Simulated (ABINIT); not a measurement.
Runs of ABINIT 10.8.3 (patched build) on Ta. Symmetry: Im-3m, No. 229, cubic system. Conventional cell: a = 3.303 Å, b = 3.303 Å, c = 3.303 Å, α = 90.00°, β = 90.00°, γ = 90.00°. Ta (site symmetry m-3m) has 8 Ta at 2.86 Å as nearest neighbours. 

```csv
task,level,potentials or basis,cell,k mesh,cutoff (eV),smearing,cell freedom (optcell),optimiser (ionmov),cutoff smearing ecutsm (Ha),force stop (Ha/bohr),stop of the response cycle (tolvrs),gap on the mesh (eV),pressure (GPa)
single point,LDA,PseudoDojo NC SR LDA v0.4.1 standard,as given,8 × 8 × 8,707,fermi-dirac 0.05 eV,-,-,-,-,-,none,-12.2
relaxation of cell and atoms,PBEsol,PseudoDojo NC SR PBEsol v0.4.1 standard,relaxed,8 × 8 × 8,789,fermi-dirac 0.05 eV,2,2,0.5,2e-05,-,none,0.0
phonons at a zone-boundary q,PBEsol,PseudoDojo NC SR PBEsol v0.4.1 standard,cell relaxed at zero pressure by an earlier run,12 × 12 × 12,789,fermi-dirac 0.1 eV,-,-,0.5,-,1e-09,none,(a)
single point,PBEsol,PseudoDojo NC SR PBEsol v0.4.1 standard,cell relaxed,8 × 8 × 8,789,fermi-dirac 0.05 eV,-,-,-,-,-,none,0.0
optical spectrum,LDA,PseudoDojo NC SR LDA v0.4.1 standard,as given,"14 × 14 × 14, with 2 shifts",707,methfessel-paxton 0.2 eV,-,-,-,-,-,-,-10.6
```

Alike in all rows: no spin polarisation.

Task: Fill in the values left out.

Result: (a) 1.4.

Caveats: the intraband (Drude) term is left out (some runs); spectra need much finer meshes, so this one isn't converged (some runs); independent-particle spectra lack excitons (some runs).

A k mesh can miss the band edges, and the runs leave out spin-orbit coupling on Ta.

A gap of «none» marks a metal or a gap under the smearing width.
